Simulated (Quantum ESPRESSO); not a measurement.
The system is CuO (Tenorite).

```
CELL_PARAMETERS angstrom
2.34185 -1.71130 0.00000
2.34185 1.71130 0.00000
-0.85003 0.00000 5.05787
ATOMIC_POSITIONS crystal
Cu 0.50631 0.99109 0.50005
Cu 0.99695 0.51187 0.00777
O 0.41258 0.58217 0.75430
O 0.57936 0.40935 0.25162
```

The cell isn't the ideal one: atoms moved at random, drawn with an rms of 0.05 Å.

Below is the output of Quantum ESPRESSO 7.5 for this cell. Logs are shortened: lines on timing, memory, paths and dates and some standing lists are left out, and cuts for length are marked.

```text
This program is part of the open-source Quantum ESPRESSO suite
     for quantum simulation of materials; please cite
         "P. Giannozzi et al., J. Phys.:Condens. Matter 21 395502 (2009);
         "P. Giannozzi et al., J. Phys.:Condens. Matter 29 465901 (2017);
         "P. Giannozzi et al., J. Chem. Phys. 152 154105 (2020);
     in publications or presentations arising from this work. More details at

     file Cu.paw.z_11.ld1.psl.v1.0.0-low.upf: wavefunction(s)  4S 3D renormalized
     file O.pbe-n-kjpaw_psl.0.1.UPF: wavefunction(s)  2P renormalized

     K-points division:     npool     =       2
     Subspace diagonalization in iterative solution of the eigenvalue problem:
     a serial algorithm will be used

     G-vector sticks info
     --------------------
     sticks:   dense  smooth     PW     G-vecs:    dense   smooth      PW
     Sum        1005     495    163                42647    15061    2695

     Using Slab Decomposition

     bravais-lattice index     =            0
     lattice parameter (alat)  =       5.4811  a.u.
     unit-cell volume          =     273.5769 (a.u.)^3
     number of atoms/cell      =            4
     number of atomic types    =            2
     number of electrons       =        34.00
     number of Kohn-Sham states=           25
     kinetic-energy cutoff     =      55.0000  Ry
     charge density cutoff     =     440.0000  Ry
     scf convergence threshold =      8.0E-10
     mixing beta               =       0.5000
     number of iterations used =            8  plain     mixing
     Exchange-correlation= SLA  PW   PBX  PBC
                           (   1   4   3   4   0   0   0)

     celldm(1)=   5.481121  celldm(2)=   0.000000  celldm(3)=   0.000000
     celldm(4)=   0.000000  celldm(5)=   0.000000  celldm(6)=   0.000000

     crystal axes: (cart. coord. in units of alat)
               a(1) = (   0.807400  -0.590005   0.000000 )
               a(2) = (   0.807400   0.590005   0.000000 )
               a(3) = (  -0.293064   0.000000   1.743802 )

     reciprocal axes: (cart. coord. in units 2 pi/alat)
               b(1) = (  0.619272 -0.847451  0.104075 )
               b(2) = (  0.619272  0.847451  0.104075 )
               b(3) = ( -0.000000  0.000000  0.573460 )

     PseudoPot. # 1 for Cu read from file:
     Cu.paw.z_11.ld1.psl.v1.0.0-low.upf
     Pseudo is Projector augmented-wave + core cor, Zval = 11.0
     Generated using &quot;atomic&quot; code by A. Dal Corso  v.6.3MaX
     Shape of augmentation charge: PSQ
     Using radial grid of 1199 points,  6 beta functions with:
                l(1) =   0
                l(2) =   0
                l(3) =   1
                l(4) =   1
                l(5) =   2
                l(6) =   2
     Q(r) pseudized with 0 coefficients

     PseudoPot. # 2 for O  read from file:
     O.pbe-n-kjpaw_psl.0.1.UPF
     Pseudo is Projector augmented-wave + core cor, Zval =  6.0
     Generated using "atomic" code by A. Dal Corso  v.5.0.99 svn rev. 10869
     Shape of augmentation charge: BESSEL
     Using radial grid of 1095 points,  4 beta functions with:
                l(1) =   0
                l(2) =   0
                l(3) =   1
                l(4) =   1
     Q(r) pseudized with 0 coefficients

     atomic species   valence    mass     pseudopotential
     Cu               11.00    63.54600     Cu( 1.00)
     O                 6.00    15.99900     O ( 1.00)

     No symmetry found

   Cartesian axes

     site n.     atom                  positions (alat units)
         1        Cu     tau(   1) = (   0.2550495  -0.3039817   0.8719811  )
         2        Cu     tau(   2) = (   0.4085411   0.3038024   0.0135424  )
         3        O      tau(   3) = (   0.5821063   0.1000613   1.3153566  )
         4        O      tau(   4) = (   0.7245381  -0.1003085   0.4387824  )

     number of k points=   252  Fermi-Dirac smearing, width (Ry)=  0.0037

     Number of k-points >= 100: set verbosity='high' to print them.

     Dense  grid:    42647 G-vectors     FFT dimensions: (  40,  40,  72)

     Smooth grid:    15061 G-vectors     FFT dimensions: (  25,  25,  45)

     Initial potential from superposition of free atoms

     starting charge      33.9995, renormalised to      34.0000
     Starting wfcs are   26 randomized atomic wfcs
     Checking if some PAW data can be deallocated...

     Self-consistent Calculation

     iteration #  1     ecut=    55.00 Ry     beta= 0.50
     Davidson diagonalization with overlap
     ethr =  1.00E-02,  avg # of iterations =  4.7

     total energy              =    -508.88925965 Ry
     estimated scf accuracy    <       1.03027028 Ry
[... 71 lines left out ...]
     iteration # 12     ecut=    55.00 Ry     beta= 0.50
     Davidson diagonalization with overlap
     ethr =  1.80E-11,  avg # of iterations =  2.9

     End of self-consistent calculation

     Number of k-points >= 100: set verbosity='high' to print the bands.

     the Fermi energy is     9.8522 ev

!    total energy              =    -509.39143263 Ry
     total all-electron energy =     -6920.844750 Ry
     estimated scf accuracy    <          6.1E-11 Ry
     smearing contrib. (-TS)   =      -0.00141206 Ry
     internal energy E=F+TS    =    -509.39002058 Ry

     The total energy is F=E-TS. E is the sum of the following terms:
     one-electron contribution =     -82.12413438 Ry
     hartree contribution      =      81.62556784 Ry
     xc contribution           =    -104.00843472 Ry
     ewald contribution        =    -206.14224079 Ry
     one-center paw contrib.   =    -198.74077853 Ry

     convergence has been achieved in  12 iterations

     Forces acting on atoms (cartesian axes, Ry/au):

     atom    1 type  1   force =    -0.00165287    0.00553360    0.01563782
     atom    2 type  1   force =    -0.00743927    0.00086297   -0.01339479
     atom    3 type  2   force =     0.00363478   -0.01465840   -0.00425451
     atom    4 type  2   force =     0.00545736    0.00826184    0.00201148

     Total force =     0.029354     Total SCF correction =     0.000018

     Computing stress (Cartesian axis) and pressure

          total   stress  (Ry/bohr**3)                   (kbar)     P=       52.19
   0.00035469  -0.00001332  -0.00010483           52.18       -1.96      -15.42
  -0.00001332   0.00042625  -0.00003312           -1.96       62.70       -4.87
  -0.00010483  -0.00003312   0.00028349          -15.42       -4.87       41.70

=------------------------------------------------------------------------------=
   JOB DONE.
=------------------------------------------------------------------------------=
```

What input gives this log?

Single point with PBE, no spin polarisation. The files as run (others can give the same):

pw.in
```
&CONTROL
  calculation = 'scf'
  prefix = 'pwscf'
  outdir = './tmp'
  pseudo_dir = './pseudo'
  tprnfor = .true.
  tstress = .true.
  disk_io = 'nowf'
/
&SYSTEM
  ibrav = 0
  nat = 4
  ntyp = 2
  ecutwfc = 55
  ecutrho = 440
  nbnd = 25
  occupations = 'smearing'
  smearing = 'fd'
  degauss = 0.00367493
/
&ELECTRONS
  conv_thr = 8d-10
  electron_maxstep = 120
  mixing_beta = 0.5
/
ATOMIC_SPECIES
Cu    63.5460 Cu.paw.z_11.ld1.psl.v1.0.0-low.upf
O     15.9990 O.pbe-n-kjpaw_psl.0.1.UPF
CELL_PARAMETERS angstrom
   2.3418500000   -1.7113000000    0.0000000000
   2.3418500000    1.7113000000    0.0000000000
  -0.8500274268    0.0000000000    5.0578693947
ATOMIC_POSITIONS crystal
Cu     0.5063060000   -0.0089130000    0.5000460000
Cu    -0.0030500000    0.5118650000    0.0077660000
O      0.4125810000    0.5821750000    0.7543040000
O      0.5793590000    0.4093460000    0.2516240000
K_POINTS automatic
10 10 5 0 0 0
```

Potentials or basis: SSSP 1.3 efficiency PBE.
The run is started by
```console
$ OMP_NUM_THREADS=1 mpirun -n 2 pw.x -nk 2 -in pw.in > pw.out
```

Caveat: the run has no spin polarisation, though such a crystal can be magnetic; semilocal functionals often make such compounds metallic where correlation or magnetic order opens a gap, which also shifts bond lengths.
